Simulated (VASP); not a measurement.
```
CELL_PARAMETERS angstrom
      0.00000     2.92748     2.92748
      2.92748     0.00000     2.92748
      2.92748     2.92748     0.00000
ATOMIC_POSITIONS crystal
  Li 0.00000 0.00000 0.00000
  I  0.50000 0.50000 0.50000
```

Computed with PBE GGA, VASP's PBE PAW potentials (set 64) (plane waves; VASP). Run with 400 eV cut-off, 8×8×8 Γ-centred mesh, Gaussian smearing of 0.010 eV, potentials Li_sv I.

At this cut-off the stress carries a Pulay error, which pulls relaxed volumes low. Energy and stress use the plane-wave basis of the starting cell.

Problem. The ions, cell shape and volume are relaxed. Give the cell that the relaxation ends in.

Solution. 
```
CELL_PARAMETERS angstrom
      0.00000     2.97437     2.97437
      2.97437     0.00000     2.97437
      2.97437     2.97437     0.00000
ATOMIC_POSITIONS crystal
  Li 0.00000 0.00000 0.00000
  I  0.50000 0.50000 0.50000
```
Space group Fm-3m (225), at a tolerance of 0.03 Å.

Problem. How do energy and volume change from the first to the last step?

Solution. The energy (σ→0) changes by -4.6 meV/atom and the volume by +4.9 %, in 3 ionic steps.

The structure comes from a computed database's LiI entry; how it stands against other phases isn't given here. This run relaxes it. Symmetry was kept, so distortions that lower it aren't found. The run is one of a series of settings (EDIFFG = -0.01, IBRION = 2, ISIF = 3, NSW = 50 against the base run), some of them coarse on purpose.
